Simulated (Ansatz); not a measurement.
Two G0W0 runs on MgI2 (layers cut from the bulk crystal).

The cell holds 9 atoms: 6 I and 3 Mg. Its edges and angles: a = 4.128 Å, b = 4.128 Å, c = 57.300 Å, α = 90.0°, β = 90.0°, γ = 120.0°. It derives from MgI2. Regions: layer 1, 3 atoms (2 I and 1 Mg); layer 2, 3 atoms (2 I and 1 Mg); layer 3, 3 atoms (2 I and 1 Mg). Vacuum lies along c.

```xyz
9
Lattice="4.1283 0.0000 0.0000 -2.0641 3.5752 0.0000 0.0000 0.0000 57.3000" Properties=species:S:1:pos:R:3
I     2.0641    1.1917   20.1317
Mg    0.0000    0.0000   21.8126
I     0.0000    2.3835   23.4899
I     2.0641    1.1917   26.9747
Mg    0.0000    0.0000   28.6500
I     0.0000    2.3835   30.3253
I     2.0641    1.1917   33.8101
Mg    0.0000    0.0000   35.4874
I     0.0000    2.3835   37.1683
```

The structure was relaxed with PBE-D3(BJ). The runs that relaxed it are not among those shown. Spin-orbit coupling is left out unless a run names it.

The first (Ansatz 0.2.0; start PBE, 6×6×1 mesh, 1006 empty bands, screening to 65 eV, PAW set soft_1 files; 1 × NVIDIA H100 80GB HBM3 (shared by 6 runs) with 3 threads of AMD EPYC 7R13 (Zen 3), shared host) gave, on its mesh: starting gap 3.59 eV, G0W0 gap 5.34 eV, mean of 1 + 4πα/V (set by the cell height) 1.85, 87 s.

Question: The second changes empty bands from 1006 to 414 and screening cutoff (eV) from 65.0 to 36. What does it give?

It gave: starting gap 3.59 eV, G0W0 gap 5.21 eV, mean of 1 + 4πα/V (set by the cell height) 1.86, 40 s. The G0W0 gap moves by −0.13 eV, +0.00 eV from the start and −0.13 eV from the correction. Σc changes by +0.32 eV at the valence top and +0.19 eV at the conduction bottom, and Σx − Vxc between them by +0.00 eV.

Limits: not at the basis limit; coarse mesh for a sheet; no spin-orbit coupling.

[Paths, hosts, dates, memory and timing lines, banners, echoed tables and standing remarks are left out of the program output.]

[Logs are printed without paths, hosts, clocks, repeated set-up lines and the standing remarks that a program may print on its own settings, such as how far it seeks lower states.]

[Runs of the session that timed out or met a known fault of the program may be left out.]

[Cells called generated may have been cut or substituted from an entry of the Crystallography Open Database or the Materials Project.]

[Hosts, paths, dates, database ids (printed as entryN), source tags and the programs' standing remarks are cut or masked in the printed files.]
